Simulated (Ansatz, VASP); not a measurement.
# One calculation of MgS, two programs

```
CELL_PARAMETERS angstrom
2.53914 2.53914 0.00000
-2.53914 2.53914 0.00000
0.00000 2.53914 2.61982
ATOMIC_POSITIONS crystal
Mg 0.00000 0.00000 0.00000
S 0.50000 0.50000 0.00000
```

Change from the starting cell: in-plane strain -0.02, out-of-plane length and atoms relaxed by PAW.

Alike in both runs: functional PBEsol; k mesh 8 × 8 × 8; no spin polarisation.

Ansatz relaxed the structure, and its values are those at the end. VASP's run is a single point on that final structure, the one shown.

|  | VASP | Ansatz |
| --- | --- | --- |
| version | VASP 6.6.1 | Ansatz 0.2.0 |
| potentials or method | VASP PAW PBE potentials, release 64 (Mg, S) | PAW with Ansatz's default frozen-core files, scalar-relativistic |
| plane-wave cutoff (eV) | 520 | 420 |
| occupations | gaussian, width 0.01 eV | fixed |
| valence electrons in the cell | 8 | 16 |

|  | VASP | Ansatz | Ansatz less VASP |
| --- | --- | --- | --- |
| gap on the k mesh at the Fermi level (eV) | 2.66 | 2.65 | -0.006 |
| pressure (GPa) | 2.4 | 2.6 | +0.19 |

The two sets of potentials don't hold the same shells in valence.

Caveats: the PAW data sets were made with another functional, which shifts forces and pressure a little (VASP). A k mesh can miss the band edges.
